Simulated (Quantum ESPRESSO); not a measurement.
# BN (P6_3/mmc) in Quantum ESPRESSO: a series of runs

One crystal, BN, is run at these levels: r2SCAN; tasks: single point, equation of state.

All numbers are computed with Quantum ESPRESSO 7.5; they aren't measurements. Logs are shortened: lines on timing, memory, paths and dates and some standing lists are left out, and cuts for length are marked.

### Step 1. The crystal as given

The structure is hexagonal, space group P6_3/mmc (No. 194). Conventional cell: a = 2.498 Å, b = 2.498 Å, c = 6.636 Å, α = 90.00°, β = 90.00°, γ = 120.00°. N (site symmetry -6m2) is surrounded by 3 B at 1.44 Å. Around B (site symmetry -6m2) lie 3 N at 1.44 Å.

### Step 2. Single point, r2SCAN, 8.43 Å³/atom

File pw.in:

```
&CONTROL
  calculation = 'scf'
  prefix = 'pwscf'
  outdir = './tmp'
  pseudo_dir = './pseudo'
  tstress = .true.
  disk_io = 'nowf'
/
&SYSTEM
  ibrav = 0
  nat = 4
  ntyp = 2
  ecutwfc = 88
  nbnd = 14
  input_dft = 'r2scan'
  occupations = 'smearing'
  smearing = 'fd'
  degauss = 0.00367493
  nosym = .true.
  nr1 = 36
  nr2 = 36
  nr3 = 96
/
&ELECTRONS
  conv_thr = 1d-08
  electron_maxstep = 120
  mixing_beta = 0.5
/
ATOMIC_SPECIES
N     14.0070 N_ONCV_PBE-1.2.upf
B     10.8100 B_ONCV_PBE-1.2.upf
CELL_PARAMETERS angstrom
   2.4472412002    0.0000000000    0.0000000000
  -1.2236206001    2.1193730486    0.0000000000
   0.0000000000    0.0000000000    6.5002395416
ATOMIC_POSITIONS crystal
N      0.6666666667    0.3333333333    0.2500000000
N      0.3333333333    0.6666666667    0.7500000000
B      0.6666666667    0.3333333333    0.7500000000
B      0.3333333333    0.6666666667    0.2500000000
K_POINTS automatic
9 9 3 0 0 0
```

Potentials or basis: SG15 PBE 1.2.

Run with:

```console
OMP_NUM_THREADS=1 mpirun -n 2 pw.x -nk 2 -in pw.in > pw.out
```

pw.out:

```text
This program is part of the open-source Quantum ESPRESSO suite
     for quantum simulation of materials; please cite
         "P. Giannozzi et al., J. Phys.:Condens. Matter 21 395502 (2009);
         "P. Giannozzi et al., J. Phys.:Condens. Matter 29 465901 (2017);
         "P. Giannozzi et al., J. Chem. Phys. 152 154105 (2020);
     in publications or presentations arising from this work. More details at

     IMPORTANT: XC functional enforced from input :
     Exchange-correlation= R2SCAN
                           (   0   0   0   0   0 497 498)
     Any further DFT definition will be discarded
     Please, verify this is what you really want

     K-points division:     npool     =       2
     Subspace diagonalization in iterative solution of the eigenvalue problem:
     a serial algorithm will be used

     G-vector sticks info
     --------------------
     sticks:   dense  smooth     PW     G-vecs:    dense   smooth      PW
     Sum         511     511    163                25363    25363    4559

     Using Slab Decomposition

     bravais-lattice index     =            0
     lattice parameter (alat)  =       4.6246  a.u.
     unit-cell volume          =     227.5151 (a.u.)^3
     number of atoms/cell      =            4
     number of atomic types    =            2
     number of electrons       =        16.00
     number of Kohn-Sham states=           14
     kinetic-energy cutoff     =      88.0000  Ry
     charge density cutoff     =     352.0000  Ry
     scf convergence threshold =      1.0E-08
     mixing beta               =       0.5000
     number of iterations used =            8  plain     mixing
     Exchange-correlation= R2SCAN
                           (   0   0   0   0   0 497 498)

     celldm(1)=   4.624616  celldm(2)=   0.000000  celldm(3)=   0.000000
     celldm(4)=   0.000000  celldm(5)=   0.000000  celldm(6)=   0.000000

     crystal axes: (cart. coord. in units of alat)
               a(1) = (   1.000000   0.000000   0.000000 )
               a(2) = (  -0.500000   0.866025   0.000000 )
               a(3) = (   0.000000   0.000000   2.656150 )

     reciprocal axes: (cart. coord. in units 2 pi/alat)
               b(1) = (  1.000000  0.577350 -0.000000 )
               b(2) = (  0.000000  1.154701  0.000000 )
               b(3) = (  0.000000 -0.000000  0.376485 )

     PseudoPot. # 1 for N  read from file:
     N_ONCV_PBE-1.2.upf
     Pseudo is Norm-conserving, Zval =  5.0
     Generated using ONCVPSP code by D. R. Hamann
     Using radial grid of  602 points,  4 beta functions with:
                l(1) =   0
                l(2) =   0
                l(3) =   1
                l(4) =   1

     PseudoPot. # 2 for B  read from file:
     B_ONCV_PBE-1.2.upf
     Pseudo is Norm-conserving, Zval =  3.0
     Generated using ONCVPSP code by D. R. Hamann
     Using radial grid of  602 points,  4 beta functions with:
                l(1) =   0
                l(2) =   0
                l(3) =   1
                l(4) =   1

     atomic species   valence    mass     pseudopotential
     N                 5.00    14.00700     N ( 1.00)
     B                 3.00    10.81000     B ( 1.00)

     No symmetry found

   Cartesian axes

     site n.     atom                  positions (alat units)
         1        N      tau(   1) = (   0.5000000   0.2886751   0.6640375  )
         2        N      tau(   2) = (  -0.0000000   0.5773503   1.9921124  )
         3        B      tau(   3) = (   0.5000000   0.2886751   1.9921124  )
         4        B      tau(   4) = (  -0.0000000   0.5773503   0.6640375  )

     number of k points=   122  Fermi-Dirac smearing, width (Ry)=  0.0037

     Number of k-points >= 100: set verbosity='high' to print them.

     Dense  grid:    25363 G-vectors     FFT dimensions: (  36,  36,  96)

     WARNING: libxc functional with ID  497 depends
      on external parameters: check the user_guide of
      QE if you need to modify them or to check their
      default values.

     WARNING: libxc functional with ID  498 depends
      on external parameters: check the user_guide of
      QE if you need to modify them or to check their
      default values.

     Initial potential from superposition of free atoms

     starting charge      15.9606, renormalised to      16.0000
     Starting wfcs are random

     Self-consistent Calculation

     iteration #  1     ecut=    88.00 Ry     beta= 0.50
     Davidson diagonalization with overlap
     ethr =  1.00E-02,  avg # of iterations =  9.8

     total energy              =     -51.35643956 Ry
     estimated scf accuracy    <      10.71164339 Ry

     iteration #  2     ecut=    88.00 Ry     beta= 0.50
     Davidson diagonalization with overlap
     ethr =  1.00E-02,  avg # of iterations =  1.0

     total energy              =     -51.47414051 Ry
     estimated scf accuracy    <       1.61039613 Ry

     iteration #  3     ecut=    88.00 Ry     beta= 0.50
     Davidson diagonalization with overlap
     ethr =  1.00E-02,  avg # of iterations =  1.0

     total energy              =     -51.48203552 Ry
     estimated scf accuracy    <       0.07134777 Ry

     iteration #  4     ecut=    88.00 Ry     beta= 0.50
     Davidson diagonalization with overlap
     ethr =  4.46E-04,  avg # of iterations =  1.9

     total energy              =     -51.48281369 Ry
     estimated scf accuracy    <       0.00029844 Ry

     iteration #  5     ecut=    88.00 Ry     beta= 0.50
     Davidson diagonalization with overlap
     c_bands:  2 eigenvalues not converged
     c_bands:  2 eigenvalues not converged
     c_bands:  2 eigenvalues not converged
     c_bands:  2 eigenvalues not converged
     c_bands:  2 eigenvalues not converged
     c_bands:  1 eigenvalues not converged
     c_bands:  2 eigenvalues not converged
     c_bands:  1 eigenvalues not converged
     c_bands:  1 eigenvalues not converged
     ethr =  1.87E-06,  avg # of iterations =  9.3

     total energy              =     -51.48298237 Ry
     estimated scf accuracy    <       0.00024262 Ry

     iteration #  6     ecut=    88.00 Ry     beta= 0.50
     Davidson diagonalization with overlap
     ethr =  1.52E-06,  avg # of iterations =  1.6

     total energy              =     -51.48298512 Ry
     estimated scf accuracy    <       0.00010578 Ry

     iteration #  7     ecut=    88.00 Ry     beta= 0.50
     Davidson diagonalization with overlap
     ethr =  6.61E-07,  avg # of iterations =  1.0

     total energy              =     -51.48298836 Ry
     estimated scf accuracy    <       0.00000230 Ry

     iteration #  8     ecut=    88.00 Ry     beta= 0.50
     Davidson diagonalization with overlap
     ethr =  1.44E-08,  avg # of iterations =  1.3

     total energy              =     -51.48298848 Ry
     estimated scf accuracy    <       0.00000083 Ry

     iteration #  9     ecut=    88.00 Ry     beta= 0.50
     Davidson diagonalization with overlap
     ethr =  5.19E-09,  avg # of iterations =  1.0

     End of self-consistent calculation

     Number of k-points >= 100: set verbosity='high' to print the bands.

     the Fermi energy is     8.4866 ev

!    total energy              =     -51.48298851 Ry
     estimated scf accuracy    <          5.6E-09 Ry
     smearing contrib. (-TS)   =      -0.00000000 Ry
     internal energy E=F+TS    =     -51.48298851 Ry

     The total energy is F=E-TS. E is the sum of the following terms:
     one-electron contribution =     -15.30022678 Ry
     hartree contribution      =      16.27397996 Ry
     xc contribution           =     -14.94675065 Ry
     ewald contribution        =     -37.50999105 Ry

     convergence has been achieved in   9 iterations

     Computing stress (Cartesian axis) and pressure

          total   stress  (Ry/bohr**3)                   (kbar)     P=      166.20
   0.00163445  -0.00000000   0.00000001          240.44       -0.00        0.00
  -0.00000000   0.00163445  -0.00000000           -0.00      240.44       -0.00
   0.00000001  -0.00000000   0.00012052            0.00       -0.00       17.73

=------------------------------------------------------------------------------=
   JOB DONE.
=------------------------------------------------------------------------------=
```

It took 2.8 min on 2 MPI ranks of Arm Neoverse V2, shared host; peak memory 0.26 GiB.

What came out:

| Item | Value |
| --- | --- |
| Free energy | -700.4617 eV |
| Pressure | 16.6 GPa |
| Band gap on the k mesh | 5.18 eV, indirect (least direct gap 5.48 eV) |

Caveat: the potentials were made for another functional, which shifts forces and pressure; an odd mesh through Γ misses points on the zone boundary, where band edges often lie.

### Step 3. Single point, r2SCAN, 8.61 Å³/atom

Changes to pw.in since step 2:

```diff
@@ -32,5 +32,5 @@
 CELL_PARAMETERS angstrom
-   2.4472412002    0.0000000000    0.0000000000
-  -1.2236206001    2.1193730486    0.0000000000
-   0.0000000000    0.0000000000    6.5002395416
+   2.4644758610    0.0000000000    0.0000000000
+  -1.2322379305    2.1342987027    0.0000000000
+   0.0000000000    0.0000000000    6.5460173847
 ATOMIC_POSITIONS crystal
```

Potentials or basis: SG15 PBE 1.2.

Run with:

```console
OMP_NUM_THREADS=1 mpirun -n 2 pw.x -nk 2 -in pw.in > pw.out
```

Run time: 3.1 min. Hardware: 2 MPI ranks of Arm Neoverse V2, shared host; peak memory 0.28 GiB.

Results (log left out):

| Quantity | Value |
| --- | --- |
| Free energy | -700.5222 eV |
| Pressure | 10.5 GPa |
| Band gap on the k mesh | 5.15 eV, indirect (least direct gap 5.44 eV) |

Caveat: the potentials were made for another functional, which shifts forces and pressure; an odd mesh through Γ misses points on the zone boundary, where band edges often lie.

### Step 4. Single point, r2SCAN, 8.79 Å³/atom

Changes to pw.in since step 3:

```diff
@@ -32,5 +32,5 @@
 CELL_PARAMETERS angstrom
-   2.4644758610    0.0000000000    0.0000000000
-  -1.2322379305    2.1342987027    0.0000000000
-   0.0000000000    0.0000000000    6.5460173847
+   2.4814727834    0.0000000000    0.0000000000
+  -1.2407363917    2.1490184693    0.0000000000
+   0.0000000000    0.0000000000    6.5911637588
 ATOMIC_POSITIONS crystal
```

Run with:

```console
OMP_NUM_THREADS=1 mpirun -n 2 pw.x -nk 2 -in pw.in > pw.out
```

It took 3.1 min on 2 MPI ranks of Arm Neoverse V2, shared host; peak memory 0.28 GiB.

Results (log left out):

```
Free energy            : -700.5564 eV
Pressure               : 4.8 GPa
Band gap on the k mesh : 5.12 eV, indirect (least direct gap 5.41 eV)
```

Caveat: the potentials were made for another functional, which shifts forces and pressure; an odd mesh through Γ misses points on the zone boundary, where band edges often lie.

### Step 5. Single point, r2SCAN, 8.97 Å³/atom

Changes to pw.in since step 4:

```diff
@@ -32,5 +32,5 @@
 CELL_PARAMETERS angstrom
-   2.4814727834    0.0000000000    0.0000000000
-  -1.2407363917    2.1490184693    0.0000000000
-   0.0000000000    0.0000000000    6.5911637588
+   2.4982400000    0.0000000000    0.0000000000
+  -1.2491200000    2.1635393048    0.0000000000
+   0.0000000000    0.0000000000    6.6357000000
 ATOMIC_POSITIONS crystal
```

Run with:

```console
OMP_NUM_THREADS=1 mpirun -n 2 pw.x -nk 2 -in pw.in > pw.out
```

Wall time 3.1 min (2 MPI ranks of Arm Neoverse V2, shared host); peak memory 0.28 GiB.

The run converged. Its results:

```
Free energy            : -700.5665 eV
Pressure               : -0.3 GPa
Band gap on the k mesh : 5.09 eV, indirect (least direct gap 5.37 eV)
```

Caveat: the potentials were made for another functional, which shifts forces and pressure; an odd mesh through Γ misses points on the zone boundary, where band edges often lie.

### Step 6. Single point, r2SCAN, 9.15 Å³/atom

Changes to pw.in since step 5:

```diff
@@ -32,5 +32,5 @@
 CELL_PARAMETERS angstrom
-   2.4982400000    0.0000000000    0.0000000000
-  -1.2491200000    2.1635393048    0.0000000000
-   0.0000000000    0.0000000000    6.6357000000
+   2.5147851179    0.0000000000    0.0000000000
+  -1.2573925590    2.1778677972    0.0000000000
+   0.0000000000    0.0000000000    6.6796463138
 ATOMIC_POSITIONS crystal
```

Potentials or basis: SG15 PBE 1.2.

Run with:

```console
OMP_NUM_THREADS=1 mpirun -n 2 pw.x -nk 2 -in pw.in > pw.out
```

Run time: 3.3 min. Hardware: 2 MPI ranks of Arm Neoverse V2, shared host; peak memory 0.28 GiB.

It converged, with:

```
Free energy            : -700.5546 eV
Pressure               : -5.0 GPa
Band gap on the k mesh : 5.06 eV, indirect (least direct gap 5.34 eV)
```

Caveat: the potentials were made for another functional, which shifts forces and pressure; an odd mesh through Γ misses points on the zone boundary, where band edges often lie.

### Step 7. Single point, r2SCAN, 9.33 Å³/atom

Changes to pw.in since step 6:

```diff
@@ -32,5 +32,5 @@
 CELL_PARAMETERS angstrom
-   2.5147851179    0.0000000000    0.0000000000
-  -1.2573925590    2.1778677972    0.0000000000
-   0.0000000000    0.0000000000    6.6796463138
+   2.5311153490    0.0000000000    0.0000000000
+  -1.2655576745    2.1920101922    0.0000000000
+   0.0000000000    0.0000000000    6.7230218559
 ATOMIC_POSITIONS crystal
```

Run with:

```console
OMP_NUM_THREADS=1 mpirun -n 2 pw.x -nk 2 -in pw.in > pw.out
```

Run time: 3.2 min. Hardware: 2 MPI ranks of Arm Neoverse V2, shared host; peak memory 0.28 GiB.

The run converged. Its results:

| Property | Result |
| --- | --- |
| Free energy | -700.5227 eV |
| Pressure | -9.3 GPa |
| Band gap on the k mesh | 5.03 eV, indirect (least direct gap 5.30 eV) |

Caveat: the potentials were made for another functional, which shifts forces and pressure; an odd mesh through Γ misses points on the zone boundary, where band edges often lie.

### Step 8. Single point, r2SCAN, 9.50 Å³/atom

Changes to pw.in since step 7:

```diff
@@ -32,5 +32,5 @@
 CELL_PARAMETERS angstrom
-   2.5311153490    0.0000000000    0.0000000000
-  -1.2655576745    2.1920101922    0.0000000000
-   0.0000000000    0.0000000000    6.7230218559
+   2.5472375375    0.0000000000    0.0000000000
+  -1.2736187687    2.2059724170    0.0000000000
+   0.0000000000    0.0000000000    6.7658448057
 ATOMIC_POSITIONS crystal
```

Run with:

```console
OMP_NUM_THREADS=1 mpirun -n 2 pw.x -nk 2 -in pw.in > pw.out
```

Wall time 3.3 min (2 MPI ranks of Arm Neoverse V2, shared host); peak memory 0.28 GiB.

It converged, with:

| Item | Value |
| --- | --- |
| Free energy | -700.4724 eV |
| Pressure | -13.2 GPa |
| Band gap on the k mesh | 4.99 eV, indirect (least direct gap 5.27 eV) |

Caveat: the potentials were made for another functional, which shifts forces and pressure; an odd mesh through Γ misses points on the zone boundary, where band edges often lie.

### Step 9. Equation of state, r2SCAN

Potentials or basis: SG15 PBE 1.2.

No new run: the results of the series are fitted here.

Results:

* Equilibrium volume: 8.96 Å³/atom
* Bulk modulus at fixed shape and positions: 246 GPa
* Pressure derivative of the bulk modulus: 3.5

Energy against volume, from the lowest point:
```tsv
volume (Å³/atom)	energy (meV/atom)
8.429	26.18
8.608	11.06
8.787	2.52
8.967	0.00
9.146	2.97
9.325	10.95
9.505	23.52
```

Caveat: the potentials were made for another functional, which shifts forces and pressure; the cell was scaled at fixed shape and fractional positions, which overstates the stiffness of a crystal with free parameters, most of all of layers and chains.
